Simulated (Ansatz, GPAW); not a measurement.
This is a calculation of CuI (Marshite) for Ansatz 0.2.0. 

File input.yaml:

```yaml
crystal:
  lattice:
    - [0.0, 3.0315, 3.0315]
    - [3.0315, 0.0, 3.0315]
    - [3.0315, 3.0315, 0.0]
  atoms:
    - { symbol: I, position: [0.0, 0.0, 0.0] }
    - { symbol: Cu, position: [0.75, 0.75, 0.75] }
kpoints:
  mp_grid: { grid: [8, 8, 8] }
scf:
  occupations: { method: gaussian, width: 0.023 }
hamiltonian:
  xc: pbe
  pseudopotentials: { kind: all_electron, lapw: { basis_error: 0.001 } }
output:
  forces: true
  stress: true
  eigenvalues: true
```

Potentials or basis: all-electron LAPW, scalar-relativistic.

Run with:

```sh
$ ansatz run input.yaml --threads 1 --pin off --max-ram 3072MiB --backend cpu --events-out ev --progress --plain --runs-dir out
```

Task: What does the same run look like in GPAW 26.7.0 (ASE script)? Potentials or basis there: GPAW PAW data sets (gpaw-data 1.2.1), cutoff 600 eV.

Result: As run (cutoffs and basis follow the program's own potentials, and thresholds, step limits or extra output files can differ):

The input run.py:

```python
from ase import Atoms
from ase.dft.bandgap import bandgap
from ase.io import write
from ase.units import GPa
from gpaw import GPAW, PW

atoms = Atoms(['I', 'Cu'],
              cell=[[0.0, 3.0315, 3.0315],
                    [3.0315, 0.0, 3.0315],
                    [3.0315, 3.0315, 0.0]],
              scaled_positions=[[0.0, 0.0, 0.0],
                                [0.75, 0.75, 0.75]],
              pbc=True)

calc = GPAW(mode=PW(600),
            xc='PBE',
            kpts={'size': (8, 8, 8), 'gamma': True},
            occupations={'name': 'methfessel-paxton', 'order': 0, 'width': 0.023},
            nbands=19,
            convergence={'density': 1e-05, 'energy': 1e-05},
            maxiter=150,
            txt='gpaw.txt')
atoms.calc = calc
energy = atoms.get_potential_energy()
forces = atoms.get_forces()
stress = atoms.get_stress()
calc.write('gs.gpw')
write('result.traj', atoms)
print(f'Energy: {energy:.6f} eV')
print('Forces (eV/A):')
print(forces.round(4))
print('Stress (GPa):', (stress / GPa).round(3))
print('Fermi level:', round(calc.get_fermi_level(), 4), 'eV')
print(f'Gap: {bandgap(calc)[0]:.4f} eV, direct: {bandgap(calc, direct=True)[0]:.4f} eV')
```

Potentials or basis: GPAW PAW data sets (gpaw-data 1.2.1), pw.

Launch:

```bash
$ OMP_NUM_THREADS=1 python run.py
```

Both were run:

|  | Ansatz | GPAW |
| --- | --- | --- |
| Pressure | 0.3 GPa | 0.9 GPa |

Where Ansatz's input types no cutoff or centring, it takes its own default and a Γ-centred mesh.

Pressure is positive in compression.
